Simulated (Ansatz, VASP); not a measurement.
**Cd: VASP beside Ansatz**

```
Cd
1.0
    -1.79614    1.79614    1.79614
     1.79614   -1.79614    1.79614
     1.79614    1.79614   -1.79614
Cd
1
Direct
  0.00000 0.00000 0.00000
```

Change from the starting cell: volume scaled by 1.02.

Alike in both runs: task single point; functional PBE; k mesh 10 × 10 × 10; occupations fermi-dirac, width 0.05 eV; no spin polarisation.

|  | VASP | Ansatz |
| --- | --- | --- |
| version | VASP 6.6.1 | Ansatz 0.2.0 |
| potentials or method | VASP PAW PBE potentials, release 64 (Cd) | Ansatz PAW |
| plane-wave cutoff (eV) | 520 | 420 |
| valence electrons in the cell | 12 | 20 |

VASP gave:

```
gap on the k mesh at the Fermi level (eV) : none
pressure (GPa)                            : 0.6
```

Estimate Ansatz's values.

gap on the k mesh at the Fermi level (eV): none; pressure (GPa): 0.4.

A gap of «none» marks a metal or a gap that the smearing closes. The two sets of potentials don't hold the same shells in valence.
